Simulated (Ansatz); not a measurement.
# TiAl3 in Ansatz: the effect of functional

TiAl3:

```
Ti Al
1.0
    -1.94859    1.94859    4.36462
     1.94859   -1.94859    4.36462
     1.94859    1.94859   -4.36462
Ti Al
1 3
Direct
  0.00000 0.00000 0.00000
  0.25000 0.75000 0.50000
  0.75000 0.25000 0.50000
  0.50000 0.50000 0.00000
```

The cell comes from a database or a generator and needn't be the stable form of this composition.

The cell isn't the ideal one: volume scaled by 1.06.

Alike in all runs:

| Quantity | Value |
| --- | --- |
| Program | Ansatz 0.2.0 |
| Task | single point |
| Potentials or basis | Ansatz PAW |
| k mesh | 10 × 10 × 10 |
| Occupations | fermi-dirac, width 0.05 eV |
| Spin | no spin polarisation |

| functional | cutoff | pressure (GPa) |
| --- | --- | --- |
| LDA | 420 eV (not typed: the program's choice for these potentials) | ? |
| PBEsol | 420 eV (not typed: the program's choice for these potentials) | -6.2 |
| r2SCAN | 500 eV (not typed: the program's choice for these potentials) | -5.9 |

Question: What does the run with functional LDA give?

Answer: Pressure -8.7 GPa.

Caveats: the PAW data sets come from PBE, with cores solved anew for the run's functional, which leaves a small shift of forces and pressure.
